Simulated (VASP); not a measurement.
# BN (P6_3/mmc) in VASP: further runs

One crystal, BN, is run at these levels: PBE+D3(BJ); tasks: relaxation of shape and atoms at fixed volume.

Everything below comes from runs of VASP 6.6.1. Logs are shortened: lines on timing, memory, paths and dates and some standing lists are left out, and cuts for length are marked.

**1. The undisturbed crystal**

The structure is hexagonal, space group P6_3/mmc (No. 194). The conventional cell has a = 2.498 Å, b = 2.498 Å, c = 6.636 Å, α = 90.00°, β = 90.00°, γ = 120.00°. B (site symmetry -6m2) has 3 N at 1.44 Å as nearest neighbours. N (site symmetry -6m2) has 3 B at 1.44 Å as nearest neighbours.

**2. Relaxation of shape and atoms at fixed volume, PBE+D3(BJ) (a relaxed cell with its volume scaled by 0.94)**

INCAR

```
SYSTEM = BN
  ALGO = Fast
  EDIFF = 1E-7
  EDIFFG = -0.002
  ENCUT = 520
  GGA = PE
  IBRION = 2
  ISIF = 4
  ISMEAR = 0
  IVDW = 12
  LASPH = .True.
  LCHARG = .False.
  LREAL = .False.
  LWAVE = .False.
  NELM = 100
  NSW = 80
  PREC = Accurate
  SIGMA = 0.02
```

KPOINTS

```
k-points
0
Gamma
  9 9 4
  0 0 0
```

POSCAR

```
BN                                      
1.0
    2.4556369056      0.0000000000      0.0000000000
   -1.2278184528      2.1266439380      0.0000000000
    0.0000000000      0.0000000000      6.4511711121
  B               N             
     2     2
Direct
     0.3333333300000021    0.6666666699999979    0.2500000000000000
     0.6666666699999979    0.3333333300000021    0.7500000000000000
     0.3333333300000021    0.6666666699999979    0.7500000000000000
     0.6666666699999979    0.3333333300000021    0.2500000000000000
```

Potentials or basis: VASP PAW PBE potentials, release 64 (B, N).

Command:

```sh
$ cat potpaw_PBE.64/B/POTCAR potpaw_PBE.64/N/POTCAR > POTCAR
$ mpirun -np 1 vasp_std > vasp.out
```

OUTCAR:

```text
SYSTEM = BN
   EDIFF = 1E-7
   EDIFFG = -0.002
   ENCUT = 520
   GGA = PE
   IBRION = 2
   ISIF = 4
   ISMEAR = 0
   IVDW = 12
   LASPH = .True.
   LREAL = .False.
   NELM = 100
   NSW = 80
   PREC = Accurate
 IVDW          = 12

 ion  position               nearest neighbor table
   1  0.333  0.667  0.250-   4 1.42   4 1.42   4 1.42
   2  0.667  0.333  0.750-   3 1.42   3 1.42   3 1.42
   3  0.333  0.667  0.750-   2 1.42   2 1.42   2 1.42
   4  0.667  0.333  0.250-   1 1.42   1 1.42   1 1.42

  LATTYP: Found a hexagonal cell.
 ALAT       =     2.4556369056
 C/A-ratio  =     2.6270867234

  Lattice vectors:

 A1 = (   2.4556369056,   0.0000000000,   0.0000000000)
 A2 = (  -1.2278184528,   2.1266439380,   0.0000000000)
 A3 = (   0.0000000000,   0.0000000000,   6.4511711121)

Analysis of symmetry for initial positions (statically):
=====================================================================
 Subroutine PRICEL returns:
 Original cell was already a primitive cell.

 Routine SETGRP: Setting up the symmetry group for a
 hexagonal supercell.

 Subroutine GETGRP returns: Found 24 space group operations
 (whereof 12 operations were pure point group operations)
 out of a pool of 24 trial point group operations.

The static configuration has the point symmetry D_3d.
 The point group associated with its full space group is D_6h.

Analysis of symmetry for dynamics (positions and initial velocities):
=====================================================================
 Subroutine PRICEL returns:
 Original cell was already a primitive cell.

 Routine SETGRP: Setting up the symmetry group for a
 hexagonal supercell.

 Subroutine GETGRP returns: Found 24 space group operations
 (whereof 12 operations were pure point group operations)
 out of a pool of 24 trial point group operations.

The dynamic configuration has the point symmetry D_3d.
 The point group associated with its full space group is D_6h.

 Subroutine INISYM returns: Found 24 space group operations
 (whereof 12 operations are pure point group operations),
 and found     1 'primitive' translations

----------------------------------------------------------------------------------------

                                     Primitive cell

  volume of cell :      33.6897

  direct lattice vectors                    reciprocal lattice vectors
     2.455636906  0.000000000  0.000000000     0.407226328  0.235112231  0.000000000
    -1.227818453  2.126643938  0.000000000     0.000000000  0.470224461  0.000000000
     0.000000000  0.000000000  6.451171112     0.000000000  0.000000000  0.155010615

  length of vectors
     2.455636906  2.455636902  6.451171112     0.470224460  0.470224461  0.155010615

  position of ions in fractional coordinates (direct lattice)
     0.333333330  0.666666670  0.250000000
     0.666666670  0.333333330  0.750000000
     0.333333330  0.666666670  0.750000000
     0.666666670  0.333333330  0.250000000

  ion indices of the primitive-cell ions
   primitive index   ion index
                 1           1
                 2           2
                 3           3
                 4           4

----------------------------------------------------------------------------------------

 KPOINTS: k-points

Automatic generation of k-mesh.
 Grid dimensions read from file:
 generate k-points for:    9    9    4

 Generating k-lattice:

  Cartesian coordinates                     Fractional coordinates (reciprocal lattice)
     0.045247370  0.026123581  0.000000000     0.111111111  0.000000000  0.000000000
     0.000000000  0.052247162  0.000000000     0.000000000  0.111111111  0.000000000
     0.000000000  0.000000000  0.038752654     0.000000000  0.000000000  0.250000000

  Length of vectors
     0.052247162  0.052247162  0.038752654

  Shift w.r.t. Gamma in fractional coordinates (k-lattice)
     0.000000000  0.000000000  0.000000000

 Subroutine IBZKPT returns following result:
 ===========================================

 Found     36 irreducible k-points:

 Following reciprocal coordinates:
            Coordinates               Weight
  0.000000  0.000000  0.000000      1.000000
  0.111111  0.000000  0.000000      6.000000
  0.222222  0.000000  0.000000      6.000000
  0.333333  0.000000  0.000000      6.000000
  0.444444  0.000000  0.000000      6.000000
  0.111111  0.111111  0.000000      6.000000
[... 16 lines left out ...]
  0.333333  0.222222  0.250000     24.000000
  0.333333  0.333333  0.250000      4.000000
 [... further k-points ...]
   k-points           NKPTS =     36   k-points in BZ     NKDIM =     36   number of bands    NBANDS=     12
   number of dos      NEDOS =    301   number of ions     NIONS =      4
   total plane-waves  NPLWV =  15552
   dimension x,y,z NGX =    18 NGY =   18 NGZ =   48
   dimension x,y,z NGXF=    36 NGYF=   36 NGZF=   96
   ions per type =               2   2
   NGX,Y,Z   is equivalent  to a cutoff of  12.19, 12.19, 12.37 a.u.
   NGXF,Y,Z  is equivalent  to a cutoff of  24.37, 24.37, 24.74 a.u.
 SYSTEM =  BN
   PREC   = accura    normal or accurate (medium, high low for compatibility)
   ISTART =      0    job   : 0-new  1-cont  2-samecut
   ICHARG =      2    charge: 1-file 2-atom 10-const
   ISPIN  =      1    spin polarized calculation?
   LNONCOLLINEAR =      F non collinear calculations
   LSORBIT =      F    spin-orbit coupling
   LASPH  =      T    aspherical Exc in radial PAW
   ENCUT  =  520.0 eV  38.22 Ry    6.18 a.u.   4.57  4.57 11.99*2*pi/ulx,y,z
   NELM   =    100;   NELMIN=  2; NELMDL= -5     # of ELM steps
   EDIFF  = 0.1E-06   stopping-criterion for ELM
   LREAL  =      F    real-space projection
   EDIFFG = -.2E-02   stopping-criterion for IOM
   NSW    =     80    number of steps for IOM
   IBRION =      2    ionic relax: 0-MD 1-quasi-New 2-CG
   NFREE  =      1    steps in history (QN), initial steepest desc. (CG)
   ISIF   =      4    stress and relaxation
   ISYM   =      2    0-nonsym 1-usesym 2-fastsym
   POTIM  = 0.5000    time-step for ionic-motion
   TEBEG  =    0.0;   TEEND  =   0.0 temperature during run
   PSTRESS=    0.0 pullay stress
   NELECT =      16.0000    total number of electrons
   NUPDOWN=      -1.0000    fix difference up-down
   EMIN   =  10.00;   EMAX   =-10.00  energy-range for DOS
   EFERMI =   0.00;   METHOD = LEGACY
   ISMEAR =     0;   SIGMA  =   0.02  broadening in eV -4-tet -1-fermi 0-gaus
   EFERMI_NEDOS =   21; number of points for ismear=-14 and -15
   IALGO  =     68    algorithm
   IMIX   =      4    mixing-type and parameters
     AMIX     =   0.40;   BMIX     =  1.00
     AMIX_MAG =   1.60;   BMIX_MAG =  1.00
  volume/ion in A,a.u.               =       8.42        56.84
  Fermi-wavevector in a.u.,A,eV,Ry     =   1.277269  2.413688 22.196759  1.631416
  Thomas-Fermi vector in A             =   2.409878
   LORBIT       =      0    0 simple, 1 ext, 2 COOP (PROOUT), +10 PAW based schemes
   GGA     = PE    functional components
   LHFCALC =     F    Hartree Fock is set to
   AEXX    =    0.0000 exact exchange contribution
   IVDW    =    12    specifies the selected vdW correction
   LEPSILON=     F    determine dielectric tensor
   LRPA    =     F    only Hartree local field effects (RPA)
 conjugate gradient relaxation of ions
 non-spin polarized calculation
 RMM-DIIS sequential band-by-band and
 Gauss-broadening in eV      SIGMA  =   0.02
  energy-cutoff  :      520.00
  volume of cell :       33.69
 maximum number of plane-waves:       924
   NGX =  9   NGY =  9   NGZ = 23

--------------------------------------- Ionic step        1  -------------------------------------------

 number of electron      15.9999999 magnetization

 Free energy of the ion-electron system (eV)
  ---------------------------------------------------
  ext. energy  EPLUGINS =         0.00000000
  ---------------------------------------------------
  free energy    TOTEN  =       -34.99999283 eV

  energy without entropy =      -34.99999283  energy(sigma->0) =      -34.99999283

------------------------ aborting loop because EDIFF is reached ----------------------------------------

 Edisp (eV)   -0.60783

 E8    (eV) :    -0.1786

  FORCE on cell =-STRESS in cart. coord.  units (eV):
  Direction    XX          YY          ZZ          XY          YZ          ZX
  --------------------------------------------------------------------------------------
  -------------------------------------------------------------------------------------
  Total       5.24220     5.24220     0.13207     0.00000     0.00000     0.00000
  in kB     249.30269   249.30269     6.28074     0.00000     0.00000     0.00000
  external pressure =      168.30 kB  Pullay stress =        0.00 kB
[... 65 lines left out ...]
  energy  without entropy=      -35.6994768623  energy(sigma->0) =      -35.69947686

--------------------------------------- Ionic step        3  -------------------------------------------

 number of electron      15.9999995 magnetization

 Free energy of the ion-electron system (eV)
  ---------------------------------------------------
  ext. energy  EPLUGINS =         0.00000000
  ---------------------------------------------------
  free energy    TOTEN  =       -35.08847637 eV

  energy without entropy =      -35.08847637  energy(sigma->0) =      -35.08847637

 E-fermi :   3.0122     XC(G=0): -10.5120

 val. band max:        2.8494934878   @ k =   0.3333   0.2222   0.0000
 cond. band min:       7.1782807609   @ k =   0.4444   0.1111   0.0000
 fundamental gap:      4.3287872731
 Fermi energy:         3.0121735227

 k-point     1 :       0.0000    0.0000    0.0000
  band No.  band energies     occupation
      1     -15.0689      2.00000
      2     -14.5923      2.00000
      3      -3.7114      2.00000
      4      -0.8254      2.00000
      5       1.5034      2.00000
      6       1.5034      2.00000
      7       1.5738      2.00000
      8       1.5738      2.00000
      9       8.5772      0.00000
     10      13.9262      0.00000
     11      14.3707      0.00000
     12      14.3709      0.00000
[... 331 lines left out ...]
 k-point    24 :       0.3333    0.3333    0.2500
  band No.  band energies     occupation
      1     -11.1467      2.00000
      2     -11.1467      2.00000
      3      -5.1626      2.00000
      4      -4.9753      2.00000
      5      -4.3143      2.00000
      6      -4.3143      2.00000
      7       2.7463      2.00000
      8       2.7463      2.00000
      9       7.6609      0.00000
     10       7.6609      0.00000
     11      13.7876      0.00000
     12      16.2426      0.00000

 [... further k-points ...]

------------------------ aborting loop because EDIFF is reached ----------------------------------------

 Edisp (eV)   -0.61243

 E8    (eV) :    -0.1807

  FORCE on cell =-STRESS in cart. coord.  units (eV):
  Direction    XX          YY          ZZ          XY          YZ          ZX
  --------------------------------------------------------------------------------------
  -------------------------------------------------------------------------------------
  Total       0.50656     0.50656     0.51081     0.00000     0.00000     0.00000
  in kB      24.09020    24.09020    24.29230     0.00000     0.00000     0.00000
  external pressure =       24.16 kB  Pullay stress =        0.00 kB
[... 19 lines left out ...]
  FREE ENERGIE OF THE ION-ELECTRON SYSTEM (eV)
  ---------------------------------------------------
  free  energy   TOTEN  =       -35.7009025915 eV

  energy  without entropy=      -35.7009025915  energy(sigma->0) =      -35.70090259

 reached required accuracy - stopping structural energy minimisation
```

Run time: 17 s. Hardware: 1 thread of Intel Xeon 6975P-C (Granite Rapids), shared host; peak memory 0.16 GiB.

What came out:

```
Free energy                : -35.7009 eV
Energy gained by relaxing  : 23.3 meV/atom
Ionic steps                : 3
Pressure after relaxing    : 2.4 GPa
Band gap on the k mesh     : 4.33 eV, indirect (least direct gap 4.51 eV)
Dispersion energy per atom : -0.153 eV
```

The path:
| step | energy change (eV) | largest force (eV/Å) | pressure (GPa) | volume (Å³) |
| --- | --- | --- | --- | --- |
| 1 | 0.0000 | 0.0000 | 16.83 | 33.69 |
| 2 | -0.0917 | 0.0000 | 0.75 | 33.69 |
| 3 | -0.0931 | 0.0000 | 2.42 | 33.69 |

Final structure:
```yaml
crystal:
  lattice:
    - [2.50144, 0.00000, 0.00000]
    - [-1.25072, 2.16631, 0.00000]
    - [0.00000, 0.00000, 6.21708]
  atoms:
    - { symbol: B, position: [0.33333, 0.66667, 0.25000] }
    - { symbol: B, position: [0.66667, 0.33333, 0.75000] }
    - { symbol: N, position: [0.33333, 0.66667, 0.75000] }
    - { symbol: N, position: [0.66667, 0.33333, 0.25000] }
```

Caveat: an odd mesh through Γ misses points on the zone boundary, where band edges often lie.

[end of part 1 of 3]
